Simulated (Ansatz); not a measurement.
## One atom moved along a line in ZnS

These are results of Ansatz 0.2.0, DFT r2SCAN, scalar-relativistic, plane waves, PAW, not measurements. The runs took a 500 eV cutoff, a Γ-centred 6×6×4 mesh and Gaussian smearing (0.05 eV). No spin polarisation. Energies are free energies at this smearing, counted from the undisturbed cell; pressure is positive in compression.

Reference structure (as given, not relaxed at this level; it stands at 0.1 GPa):

```
Zn S
1.0
     3.81100    0.00000    0.00000
    -1.90550    3.30042    0.00000
     0.00000    0.00000    6.23400
Zn S
2 2
Direct
  0.33333 0.66667 0.00000
  0.66667 0.33333 0.50000
  0.33333 0.66667 0.38500
  0.66667 0.33333 0.88500
```

Atom 3 (S) is moved by x along the Cartesian unit vector (0.000, 0.000, 1.000); the cell and all other atoms stay fixed.

(x (Å), ΔE (meV/cell)): (-0.4500, 1193.2), (-0.3000, 397.7), (-0.1500, 56.6), (0.0000, 0.0), (0.0750, 44.6), (0.1500, 124.9), (0.2250, 233.1), (0.3000, 362.7), (0.3750, 508.0), (0.4500, 664.4)